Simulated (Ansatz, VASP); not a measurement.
## One calculation of KCl, two programs

```xyz
2
Lattice="0.0000 3.2392 3.2392 3.2392 0.0000 3.2392 3.2392 3.2392 0.0000" Properties=species:S:1:pos:R:3 pbc="T T T"
K     0.0000    0.0000    0.0000
Cl    3.2392    3.2392    3.2392
```

Change from the starting cell: hydrostatic strain +3.0%.

Alike in both runs: task single point; functional r2SCAN; k mesh 8 × 8 × 8; no spin polarisation.

|  | VASP | Ansatz |
| --- | --- | --- |
| version | VASP 6.6.1 | Ansatz 0.2.0 |
| potentials or method | VASP PAW PBE potentials, release 64 (K_sv, Cl) | plane waves, PAW |
| plane-wave cutoff (eV) | 520 | 500 |
| occupations | gaussian, width 0.01 eV | fixed |
| valence electrons in the cell | 16 | 16 |

VASP gave:

| Property | Result |
| --- | --- |
| gap on the k mesh at the Fermi level (eV) | 5.54 |
| pressure (GPa) | -1.4 |

Task: Which values does Ansatz return?

Result: gap on the k mesh at the Fermi level (eV): 5.53; pressure (GPa): -1.3.

Caveats: the PAW data sets were made with another functional, which shifts forces and pressure a little (VASP). A k mesh can miss the band edges.
